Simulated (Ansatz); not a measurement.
GaN: checking a database structure before trusting its electric field gradients

The cell is a structure deposited in the COD, atoms as given.

```yaml
crystal:
  lattice:
    - [0.00000, 1.99250, 1.99250]
    - [1.99250, 0.00000, 1.99250]
    - [1.99250, 1.99250, 0.00000]
  atoms:
    - { symbol: Ga, position: [0.50000, 0.50000, 0.50000] }
    - { symbol: N, position: [0.00000, 0.00000, 0.00000] }
```

Atom numbers follow the list; atoms alike are taken as one site, whose name carries the number of the first.

The numbers come from a DFT calculation in Ansatz (PBE, plane waves and PAW, scalar-relativistic, 420 eV cutoff, Γ-centred 13×13×13 k-points, Fermi–Dirac smearing 0.02 eV).

(1) Do the atoms and the cell lie near the calculated equilibrium?

Results:

(1) No. The forces vanish, and the pressure is 69.1 GPa. Such values can come from a cell under pressure, imprecise or misplaced coordinates, missing atoms or a wrong setting of the space group; the run alone doesn't tell which, and gradients calculated on this entry can't be taken for those of the compound at ambient conditions.
